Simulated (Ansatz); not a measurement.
Set up this calculation in Ansatz 0.2.0, as the native input.

| Property | Result |
| --- | --- |
| Task | band structure |
| Functional | PBE |
| Potentials or basis | JTH PAW |
| Cutoff | 1380 eV (not typed: the program's choice for these potentials) |
| k mesh | 10 × 10 × 5 |
| Occupations | fermi-dirac, width 0.05 eV |
| Spin | no spin polarisation |
| Path | [["X", "G", "Y"], ["L", "G", "Z"], ["N", "G", "M"], ["R", "G"]] |
| Points for each segment of the path | 14 |

CuO:

```
CELL_PARAMETERS angstrom
2.30558 -1.72961 0.07281
2.31576 1.74354 0.04815
-0.70809 -0.03897 5.12907
ATOMIC_POSITIONS crystal
Cu 0.01425 0.47965 0.06043
Cu 0.47088 0.15407 0.47412
O 0.56927 0.29603 0.26394
O 0.44560 0.57025 0.70150
```

The input as run:

input.yaml

```yaml
crystal:
  lattice:
    - [2.30557528, -1.72961264, 0.07280659]
    - [2.31575566, 1.7435441, 0.04814864]
    - [-0.70809278, -0.03896755, 5.12906913]
  atoms:
    - { symbol: Cu, position: [0.01425322, 0.47964541, 0.06043223] }
    - { symbol: Cu, position: [0.47087971, 0.15406821, 0.47412017] }
    - { symbol: O, position: [0.56926815, 0.29603286, 0.26394272] }
    - { symbol: O, position: [0.44559892, 0.57025351, 0.70150487] }
hamiltonian:
  xc: pbe
  pseudopotentials: { kind: paw, source: jth }
kpoints:
  mp_grid: { grid: [10, 10, 5] }
  band_path:
    path:
      - [[0.0, 0.0, 0.5], [0.0, 0.0, 0.0], [-0.5, 0.0, 0.0]]
      - [[-0.5, 0.0, 0.5], [0.0, 0.0, 0.0], [0.0, -0.5, 0.0]]
      - [[0.0, -0.5, 0.5], [0.0, 0.0, 0.0], [-0.5, -0.5, 0.0]]
      - [[-0.5, -0.5, 0.5], [0.0, 0.0, 0.0]]
    npoints: 14
scf:
  occupations: { method: fermi_dirac, width: 0.05 }
  n_extra_bands: 10
output:
  forces: true
  stress: true
  eigenvalues: true
  fatbands: false
```

Potentials or basis: JTH PAW.

Launch:

```bash
$ ansatz run input.yaml --threads 2 --pin off --max-ram 5632MiB --backend cpu --events-out ev --progress --plain --runs-dir out
```

It gave:

- Pressure: 97.7 GPa
- Largest force: 41.793 eV/Å
- Band gap on the k mesh: none (metal or under the smearing width)

Caveat: a pressure of tens of GPa on the cell as given is suspect, and the run, the potentials or the cell itself is likely at fault; the run has no spin polarisation, though such a crystal can be magnetic; semilocal functionals often make such compounds metallic where correlation or magnetic order opens a gap, which also shifts bond lengths; forces of over 1 eV/Å show positions far from the minimum, so gaps and moduli don't describe the material at rest.

Run time: 92 s on 2 threads of Arm Neoverse V2 (shared host), peak memory 1.5 GiB.
